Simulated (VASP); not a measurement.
# TiSe (Pm-3m) in VASP: further runs

One crystal, TiSe, is run at these levels: PBEsol+U; tasks: single point.

Everything below comes from runs of VASP 6.6.1. Logs are shortened: lines on timing, memory, paths and dates and some standing lists are left out, and cuts for length are marked.

## (1) The structure

Symmetry: Pm-3m, No. 221, cubic system. The conventional cell has a = 3.403 Å, b = 3.403 Å, c = 3.403 Å, α = 90.00°, β = 90.00°, γ = 90.00°. Ti (site symmetry m-3m) is surrounded by 8 Se at 2.95 Å. Around Se (site symmetry m-3m) lie 8 Ti at 2.95 Å.

The cell comes from a database or a generator and needn't be the stable form of this composition.

## (2) Single point, PBEsol+U, collinear spin, ferromagnetic start

INCAR reads:

```
PREC = Accurate
ENCUT = 520
EDIFF = 1E-7
ISMEAR = 0
SIGMA = 0.05
LREAL = F
LASPH = T
NELM = 60
ALGO = Normal
ISIF = 2
LWAVE = F
LCHARG = F
ISPIN = 2
MAGMOM = 1 0
LORBIT = 11
NUPDOWN = 3
LMAXMIX = 4
LDAU = T
LDAUTYPE = 2
LDAUL = 2 -1
LDAUU = 4 0
LDAUJ = 0 0
LDAUPRINT = 1
GGA = PS
```

KPOINTS reads:

```
regular mesh
0
Gamma
  6 6 6
```

POSCAR reads:

```
TiSe
1.0
    3.4034008100      0.0000000000      0.0000000000
    0.0000000000      3.4034008100      0.0000000000
    0.0000000000      0.0000000000      3.4034008100
Ti Se
1 1
Direct
    0.0000000000      0.0000000000      0.0000000000
    0.5000000000      0.5000000000      0.5000000000
```

Potentials or basis: VASP PAW PBE potentials, release 64 (Ti_sv, Se).

The run is started by

```sh
$ cat potpaw_PBE.64/Ti_sv/POTCAR potpaw_PBE.64/Se/POTCAR > POTCAR
$ mpirun -np 1 vasp_std > vasp.out
```

OUTCAR:

```text
PREC = Accurate
   ENCUT = 520
   EDIFF = 1E-7
   ISMEAR = 0
   LREAL = F
   LASPH = T
   NELM = 60
   ISIF = 2
   ISPIN = 2
   LORBIT = 11
   NUPDOWN = 3
   GGA = PS

 ion  position               nearest neighbor table
   1  0.000  0.000  0.000-
   2  0.500  0.500  0.500-

  LATTYP: Found a simple cubic cell.
 ALAT       =     3.4034008100

  Lattice vectors:

 A1 = (   3.4034008100,   0.0000000000,   0.0000000000)
 A2 = (   0.0000000000,   3.4034008100,   0.0000000000)
 A3 = (   0.0000000000,   0.0000000000,   3.4034008100)

Analysis of symmetry for initial positions (statically):
=====================================================================
 Subroutine PRICEL returns:
 Original cell was already a primitive cell.

 Routine SETGRP: Setting up the symmetry group for a
 simple cubic supercell.

 Subroutine GETGRP returns: Found 48 space group operations
 (whereof 48 operations were pure point group operations)
 out of a pool of 48 trial point group operations.

The static configuration has the point symmetry O_h .

Analysis of symmetry for dynamics (positions and initial velocities):
=====================================================================
 Subroutine PRICEL returns:
 Original cell was already a primitive cell.

 Routine SETGRP: Setting up the symmetry group for a
 simple cubic supercell.

 Subroutine GETGRP returns: Found 48 space group operations
 (whereof 48 operations were pure point group operations)
 out of a pool of 48 trial point group operations.

The dynamic configuration has the point symmetry O_h .

Analysis of structural, dynamic, and magnetic symmetry:
=====================================================================
 Subroutine PRICEL returns:
 Original cell was already a primitive cell.

 Routine SETGRP: Setting up the symmetry group for a
 simple cubic supercell.

 Subroutine GETGRP returns: Found 48 space group operations
 (whereof 48 operations were pure point group operations)
 out of a pool of 48 trial point group operations.

The overall configuration has the point symmetry O_h .

 Subroutine INISYM returns: Found 48 space group operations
 (whereof 48 operations are pure point group operations),
 and found     1 'primitive' translations

----------------------------------------------------------------------------------------

                                     Primitive cell

  volume of cell :      39.4221

  direct lattice vectors                    reciprocal lattice vectors
     3.403400810  0.000000000  0.000000000     0.293823753  0.000000000  0.000000000
     0.000000000  3.403400810  0.000000000     0.000000000  0.293823753  0.000000000
     0.000000000  0.000000000  3.403400810     0.000000000  0.000000000  0.293823753

  length of vectors
     3.403400810  3.403400810  3.403400810     0.293823753  0.293823753  0.293823753

  position of ions in fractional coordinates (direct lattice)
     0.000000000  0.000000000  0.000000000
     0.500000000  0.500000000  0.500000000

  ion indices of the primitive-cell ions
   primitive index   ion index
                 1           1
                 2           2

----------------------------------------------------------------------------------------

 KPOINTS: regular mesh

Automatic generation of k-mesh.
 Grid dimensions read from file:
 generate k-points for:    6    6    6

 Generating k-lattice:

  Cartesian coordinates                     Fractional coordinates (reciprocal lattice)
     0.048970626  0.000000000  0.000000000     0.166666667  0.000000000  0.000000000
     0.000000000  0.048970626  0.000000000     0.000000000  0.166666667  0.000000000
     0.000000000  0.000000000  0.048970626     0.000000000  0.000000000  0.166666667

  Length of vectors
     0.048970626  0.048970626  0.048970626

  Shift w.r.t. Gamma in fractional coordinates (k-lattice)
     0.000000000  0.000000000  0.000000000

 Subroutine IBZKPT returns following result:
 ===========================================

 Found     20 irreducible k-points:

 Following reciprocal coordinates:
            Coordinates               Weight
  0.000000  0.000000  0.000000      1.000000
  0.166667  0.000000  0.000000      6.000000
  0.333333  0.000000  0.000000      6.000000
  0.500000  0.000000  0.000000      3.000000
  0.166667  0.166667  0.000000     12.000000
  0.333333  0.166667  0.000000     24.000000
[... 12 lines left out ...]
  0.500000  0.500000  0.333333      6.000000
[... 22 lines left out ...]
   NSW    =      0    number of steps for IOM
   IBRION =     -1    ionic relax: 0-MD 1-quasi-New 2-CG
   NFREE  =      0    steps in history (QN), initial steepest desc. (CG)
   ISIF   =      2    stress and relaxation
   ISYM   =      2    0-nonsym 1-usesym 2-fastsym
   POTIM  = 0.5000    time-step for ionic-motion
   TEBEG  =    0.0;   TEEND  =   0.0 temperature during run
   PSTRESS=    0.0 pullay stress
   NELECT =      18.0000    total number of electrons
   NUPDOWN=       3.0000    fix difference up-down
   EMIN   =  10.00;   EMAX   =-10.00  energy-range for DOS
   EFERMI =   0.00;   METHOD = LEGACY
   ISMEAR =     0;   SIGMA  =   0.05  broadening in eV -4-tet -1-fermi 0-gaus
   EFERMI_NEDOS =   21; number of points for ismear=-14 and -15
   IALGO  =     38    algorithm
   IMIX   =      4    mixing-type and parameters
     AMIX     =   0.40;   BMIX     =  1.00
     AMIX_MAG =   1.60;   BMIX_MAG =  1.00
  volume/ion in A,a.u.               =      19.71       133.02
  Fermi-wavevector in a.u.,A,eV,Ry     =   1.260625  2.382236 21.622042  1.589175
  Thomas-Fermi vector in A             =   2.394125
   LORBIT       =     11    0 simple, 1 ext, 2 COOP (PROOUT), +10 PAW based schemes
 LDA+U is selected, type is set to LDAUTYPE =  2
   angular momentum for each species LDAUL =     2   -1
   U (eV)           for each species LDAUU =   4.0  0.0
   J (eV)           for each species LDAUJ =   0.0  0.0
   GGA     = PS    functional components
   LHFCALC =     F    Hartree Fock is set to
   AEXX    =    0.0000 exact exchange contribution
   IVDW    =     0    specifies the selected vdW correction
   LEPSILON=     F    determine dielectric tensor
   LRPA    =     F    only Hartree local field effects (RPA)
 spin polarized calculation
 Gauss-broadening in eV      SIGMA  =   0.05
  energy-cutoff  :      520.00
  volume of cell :       39.42
 maximum number of plane-waves:      1080
 NGX is ok and might be reduce to    28
   NGX = 13   NGY = 13   NGZ = 13

atom =   1  type =  1  l = 2

 onsite density matrix

spin component  1

  0.1452 -0.0000 -0.0000  0.0000  0.0000
 -0.0000  0.1452  0.0000 -0.0000 -0.0000
 -0.0000  0.0000  0.7557 -0.0000  0.0000
  0.0000 -0.0000 -0.0000  0.1452  0.0000
  0.0000 -0.0000  0.0000  0.0000  0.7557

spin component  2

  0.0255 -0.0000 -0.0000  0.0000 -0.0000
 -0.0000  0.0255 -0.0000 -0.0000  0.0000
 -0.0000 -0.0000  0.0067 -0.0000  0.0000
  0.0000 -0.0000 -0.0000  0.0255  0.0000
 -0.0000  0.0000  0.0000  0.0000  0.0067

 occupancies and eigenvectors

  o =  0.0067  v =  0.0000  0.0000  0.0000  0.0000  0.0000 -0.0000  0.0000  0.0350  0.0000 -0.9994      0.0000  0.0000  0.0000  0.0000  0.0000  0.0000  0.0000  0.0000  0.0000  0.0000
  o =  0.0067  v =  0.0000  0.0000  0.0000  0.0000  0.0000 -0.0000 -0.0000 -0.9994  0.0000 -0.0350      0.0000  0.0000  0.0000  0.0000  0.0000  0.0000  0.0000  0.0000  0.0000  0.0000
  o =  0.0255  v =  0.0000  0.0000  0.0000  0.0000  0.0000  0.0005 -0.0030 -0.0000 -1.0000 -0.0000      0.0000  0.0000  0.0000  0.0000  0.0000  0.0000  0.0000  0.0000  0.0000  0.0000
  o =  0.0255  v =  0.0000  0.0000  0.0000  0.0000  0.0000 -0.0070 -1.0000  0.0000  0.0030 -0.0000      0.0000  0.0000  0.0000  0.0000  0.0000  0.0000  0.0000  0.0000  0.0000  0.0000
  o =  0.0255  v =  0.0000  0.0000  0.0000  0.0000  0.0000  1.0000 -0.0070 -0.0000  0.0005 -0.0000      0.0000  0.0000  0.0000  0.0000  0.0000  0.0000  0.0000  0.0000  0.0000  0.0000
  o =  0.1452  v =  0.0000 -0.7722  0.0000 -0.6353 -0.0000  0.0000  0.0000  0.0000  0.0000  0.0000      0.0000  0.0000  0.0000  0.0000  0.0000  0.0000  0.0000  0.0000  0.0000  0.0000
  o =  0.1452  v =  0.0000 -0.6353 -0.0000  0.7722  0.0000  0.0000  0.0000  0.0000  0.0000  0.0000      0.0000  0.0000  0.0000  0.0000  0.0000  0.0000  0.0000  0.0000  0.0000  0.0000
  o =  0.1452  v =  1.0000  0.0000  0.0000  0.0000  0.0000  0.0000  0.0000  0.0000  0.0000  0.0000      0.0000  0.0000  0.0000  0.0000  0.0000  0.0000  0.0000  0.0000  0.0000  0.0000
  o =  0.7557  v =  0.0000 -0.0000 -0.0126  0.0000 -0.9999  0.0000  0.0000  0.0000  0.0000  0.0000      0.0000  0.0000  0.0000  0.0000  0.0000  0.0000  0.0000  0.0000  0.0000  0.0000
  o =  0.7557  v =  0.0000 -0.0000 -0.9999 -0.0000  0.0126  0.0000  0.0000  0.0000  0.0000  0.0000      0.0000  0.0000  0.0000  0.0000  0.0000  0.0000  0.0000  0.0000  0.0000  0.0000

 number of electron      18.0000010 magnetization       3.0000004

 Free energy of the ion-electron system (eV)
  ---------------------------------------------------
  ext. energy  EPLUGINS =         0.00000000
  ---------------------------------------------------
  free energy    TOTEN  =        -9.91272206 eV

  energy without entropy =       -9.91108571  energy(sigma->0) =       -9.91190389

 E-fermi :   5.3222     XC(G=0): -10.7514

 val. band max:        8.6822735654   @ k =   0.5000   0.5000   0.3333
 cond. band min:       5.5225262470   @ k =   0.0000   0.0000   0.0000
 fundamental gap:     -3.1597473184
 Fermi energy:         8.7131377187

 spin component 1

 k-point     1 :       0.0000    0.0000    0.0000
  band No.  band energies     occupation
      1     -49.8933      1.00000
      2     -26.2864      1.00000
      3     -26.2864      1.00000
      4     -26.2863      1.00000
      5      -8.0962      1.00000
      6       4.7673      1.00000
      7       4.7674      1.00000
      8       5.0168      1.00000
      9       5.0168      1.00000
     10       5.0168      1.00000
     11       7.9067      1.00000
     12       9.6020      0.00000
[... 310 lines left out ...]
  band No.  band energies     occupation
      1     -49.8748      1.00000
      2     -26.3518      1.00000
      3     -26.3518      1.00000
      4     -26.3518      1.00000
      5      -5.5948      1.00000
      6       1.6851      1.00000
      7       1.6851      1.00000
      8       1.6851      1.00000
      9       7.7407      1.00000
     10       7.7408      1.00000
     11       8.8291      0.00052
     12       8.8291      0.00052
     13       8.8291      0.00052
     14      11.2371      0.00000
 Fermi energy:         5.3222350770

 spin component 2

 k-point     1 :       0.0000    0.0000    0.0000
  band No.  band energies     occupation
      1     -48.1245      1.00000
      2     -24.5089      1.00000
      3     -24.5089      1.00000
      4     -24.5089      1.00000
      5      -7.6256      1.00000
      6       5.5225      0.00000
      7       5.5225      0.00000
      8       5.5225      0.00000
      9       8.3687      0.00000
     10       8.3688      0.00000
     11       9.2612      0.00000
     12      11.3436      0.00000
[... 311 lines left out ...]
      1     -48.1064      1.00000
      2     -24.5713      1.00000
      3     -24.5713      1.00000
      4     -24.5713      1.00000
      5      -5.2235      1.00000
      6       2.2920      1.00000
      7       2.2920      1.00000
      8       2.2920      1.00000
      9      10.0993      0.00000
     10      10.0993      0.00000
     11      10.0993      0.00000
     12      12.8357      0.00000
     13      12.8357      0.00000
     14      12.8357      0.00000

------------------------ aborting loop because EDIFF is reached ----------------------------------------

  FORCE on cell =-STRESS in cart. coord.  units (eV):
  Direction    XX          YY          ZZ          XY          YZ          ZX
  --------------------------------------------------------------------------------------
  -------------------------------------------------------------------------------------
  Total       -0.1528716     -0.1528716     -0.1528716     -0.0000000     -0.0000000      0.0000000
  in kB       -6.2129533     -6.2129533     -6.2129533     -0.0000000     -0.0000000      0.0000000
  external PRESSURE =      -6.2129533 kB  Pullay stress =       0.0000000 kB

 VOLUME and BASIS-vectors are now :
 -----------------------------------------------------------------------------
  energy-cutoff  :      520.00
  volume of cell :       39.42
      direct lattice vectors                 reciprocal lattice vectors
     3.403400810  0.000000000  0.000000000     0.293823753  0.000000000  0.000000000
     0.000000000  3.403400810  0.000000000     0.000000000  0.293823753  0.000000000
     0.000000000  0.000000000  3.403400810     0.000000000  0.000000000  0.293823753

 POSITION                                       TOTAL-FORCE (eV/Angst)
 -----------------------------------------------------------------------------------
      0.00000      0.00000      0.00000         0.000000      0.000000      0.000000
      1.70170      1.70170      1.70170         0.000000      0.000000      0.000000
 -----------------------------------------------------------------------------------
    total drift:                               -0.000000      0.000000     -0.000000

  FREE ENERGIE OF THE ION-ELECTRON SYSTEM (eV)
  ---------------------------------------------------
  free  energy   TOTEN  =        -9.9127220649 eV

  energy  without entropy=       -9.9110857085  energy(sigma->0) =       -9.91190389

 total charge

# of ion       s       p       d       tot
------------------------------------------
    1        2.115   6.038   2.020  10.173
    2        1.468   2.291   0.049   3.808
--------------------------------------------------
tot          3.583   8.329   2.069  13.981

 magnetization (x)

# of ion       s       p       d       tot
------------------------------------------
    1        0.037   0.037   1.844   1.918
    2        0.006   0.239   0.033   0.278
--------------------------------------------------
tot          0.043   0.276   1.877   2.196
```

It took 40 s on 1 thread of Intel Xeon Platinum 8488C (Sapphire Rapids), shared host; peak memory 0.18 GiB.

What came out:

```yaml
Free_energy: -9.9127 eV
Pressure: -0.6 GPa
Net_moment: 3.00 μB per cell
Site_moments: Ti +1.92; Se +0.28 μB
Valence_electrons_inside_the_program's_atomic_spheres: Ti 10.17; Se 3.81
```

Eigenvalues of the final occupation matrices:
| site | spin | trace | eigenvalues |
| --- | --- | --- | --- |
| site 1 d | 1 | 1.95 | 0.15 0.15 0.15 0.76 0.76 |
| site 1 d | 2 | 0.09 | 0.01 0.01 0.03 0.03 0.03 |

Caveat: the moment is held away from its start; the PAW data sets were made with another functional, which shifts forces and pressure a little; the total moment is fixed, so each spin has its own Fermi level.

## (3) Single point, PBEsol+U, collinear spin, ferromagnetic start

INCAR reads:

```
SYSTEM = TiSe
ALGO     = Normal         ! electronic algorithm
EDIFF    = 1E-7           ! SCF threshold, eV
ENCUT    = 520            ! plane-wave cutoff, eV
GGA      = PS             ! functional
ISIF     = 2              ! what is computed and relaxed
ISMEAR   = 0              ! smearing method
ISPIN    = 2              ! spin polarisation
LASPH    = .TRUE.         ! aspherical terms in the spheres
LCHARG   = .TRUE.         ! write CHGCAR
LDAU     = .TRUE.         ! DFT+U
LDAUJ    = 0 0          
LDAUL    = 2 -1           ! shell
LDAUPRINT= 1            
LDAUTYPE = 2            
LDAUU    = 8 0            ! U, eV
LELF     = .TRUE.         ! ELF
LMAXMIX  = 4              ! l up to which the mixer works
LORBIT   = 11             ! projections on sites
LREAL    = .FALSE.        ! projectors in reciprocal space
LVHAR    = .TRUE.       
LWAVE    = .FALSE.        ! write WAVECAR
MAGMOM   = 1 0            ! initial moments
NBANDS   = 20             ! bands
NELM     = 100            ! most SCF steps
PREC     = Accurate       ! precision mode
SIGMA    = 0.05           ! smearing width, eV
```

KPOINTS reads:

```
k-points
0
G
  6 6 6
  0 0 0
```

POSCAR is that of step 2.

Potentials or basis: VASP PAW PBE potentials, release 64 (Ti_sv, Se).

The run is started by

```sh
$ cat potpaw_PBE.64/Ti_sv/POTCAR potpaw_PBE.64/Se/POTCAR > POTCAR
$ mpirun -np 1 vasp_std > vasp.out
```

Run time: 59 s. Hardware: 1 thread of Intel Xeon Platinum 8488C (Sapphire Rapids), shared host; peak memory 0.18 GiB.

The run converged. Its results:

```yaml
Free_energy: -8.3219 eV
Pressure: -10.8 GPa
Band_gap_on_the_k_mesh: none (metal or under the smearing width)
Net_moment: 0.00 μB per cell
Valence_electrons_inside_the_program's_atomic_spheres: Ti 9.83; Se 3.86
```

Levels at points of the mesh, in eV from the Fermi level:
Spin up:
| k point | band 7 | band 8 | band 9 | band 10 | band 11 | band 12 |
| --- | --- | --- | --- | --- | --- | --- |
| (0.00, 0.00, 0.00) | -1.71 | -1.71 | -1.60 | -1.60 | 0.85 | 2.57 |
| (0.50, 0.00, 0.00) | -1.80 | -1.80 | -1.01 | 1.22 | 2.75 | 3.56 |
| (0.50, 0.50, 0.00) | -5.36 | -1.90 | -0.30 | 1.34 | 1.61 | 1.61 |
| (0.50, 0.50, 0.50) | -5.02 | -5.02 | 1.38 | 1.38 | 1.71 | 1.71 |
Spin down:
```
           k point  band 5  band 6  band 7  band 8  band 9  band 10  band 11  band 12  band 13  band 14
(0.00, 0.00, 0.00)  -14.78   -1.71   -1.71   -1.71   -1.60    -1.60     0.85     2.57     2.57     2.57
(0.50, 0.00, 0.00)  -13.72   -7.11   -1.80   -1.80   -1.01     1.22     2.75     3.56     3.87     3.87
(0.50, 0.50, 0.00)  -13.03   -5.36   -5.36   -1.90   -0.30     1.34     1.61     1.61     1.80     2.73
(0.50, 0.50, 0.50)  -12.16   -5.02   -5.02   -5.02    1.38     1.38     1.71     1.71     1.71     4.18
```

Eigenvalues of the final occupation matrices:
```csv
site,spin,trace,eigenvalues
site 1 d,1,0.82,0.06 0.06 0.06 0.32 0.32
site 1 d,2,0.82,0.06 0.06 0.06 0.32 0.32
```

Caveat: the PAW data sets were made with another functional, which shifts forces and pressure a little. The state reached can hang on the start; a lower one may exist.
